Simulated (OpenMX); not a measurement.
CuO (Tenorite) in OpenMX: the effect of volume scale

The system is CuO (Tenorite).

```
Cu O
1.0
     2.24416   -1.63991    0.00000
     2.24416    1.63991    0.00000
    -0.81457    0.00000    4.84688
Cu O
2 2
Direct
  0.50000 0.00000 0.50000
  0.00000 0.50000 0.00000
  0.41840 0.58160 0.75000
  0.58160 0.41840 0.25000
```

Alike in all runs:

```yaml
Program: OpenMX 3.8.5
Task: single point
Functional: PBE
Potentials_or_basis: OpenMX 2013 PBE set, Cu6.0H-s3p2d2, O6.0-s2p2d1, grid cutoff 500 Ry
k_mesh: 7 × 7 × 5
Occupations: fermi-dirac, width 0.05 eV
Spin: no spin polarisation
```

```csv
volume scale,pressure (GPa),largest force (eV/Å)
0.88,41.7,0.35
0.92,28.3,0.14
0.96,17.4,0.03
1,8.7,0.17
1.04,?,?
1.08,-4.1,0.38
```

Task: What does the run with volume scale 1.04 give?

Result: Pressure 1.7 GPa; largest force 0.28 eV/Å.

Worked out: A parabola through the other rows of the pressure, of slope -155 GPa per unit of volume scale there, gives 1.2 GPa, against the run's 1.7. The largest force follows no smooth curve through the other rows.

Caveats: the basis of atomic orbitals isn't converged, which shifts pressures, moduli and gaps; the run has no spin polarisation, though such a crystal can be magnetic.
